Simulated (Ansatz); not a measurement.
**Magnetic and orbital states of VN**

VN is taken as a test cell of our own (not relaxed), 2 atoms in the cell.

```
V N
1.0
     0.00000    2.06087    2.06087
     2.06087    0.00000    2.06087
     2.06087    2.06087    0.00000
V N
1 1
Direct
  0.00000 0.00000 0.00000
  0.50000 0.50000 0.50000
```

Numbers behind element symbols give the atom's place in this list.

All numbers below come from DFT, r2SCAN, JTH PAW, plane waves, scalar-relativistic (Ansatz development build ahead of 0.2.0).

| Item | Value |
| --- | --- |
| Plane-wave cutoff | 1410 eV |
| k-point mesh | 4×4×4 (shift 0.5 0.5 0.5) |
| Occupations | Fermi–Dirac smearing, 0.1 eV |
| Valence electrons | 18 |

Site moments are integrals over atomic spheres and don't add up to the total.

With one magnetic atom in the cell its copies can only be parallel; orders in a larger cell may lie lower.

The mesh is coarse, so energy differences (and at times their sign) aren't converged.

The default search lets the program follow hints of a lower state (another filling of open shells, a soft direction), where it sees any. With a search on, the program may also reshape the start on open shells. Ends within 0.2 meV/atom and 0.1 μB count as one state.

| start | iterations | final moments of V1 (μB) | total (μB) | F − F(lowest) (meV/atom) |
| --- | --- | --- | --- | --- |
| default search for lower states [V1 2.00 μB] | 26 | 0.21 | 0.24 | 0.0 |
| default search for lower states [spin off] | 8 | 0.00 | 0.00 | 1.4 |

Distinct self-consistent solutions found: 2, from 2 converged runs. The lowest is spin-polarised, site moments V1 0.21 μB, total 0.24 μB per cell; it was reached by the start “default search for lower states [V1 2.00 μB]”. Switching spin polarisation off costs 1.4 meV/atom. A lower state, such as a non-collinear one or one in a larger cell, can't be excluded. States within about 5 meV/atom are too close for this mesh, smearing and search to settle their order.
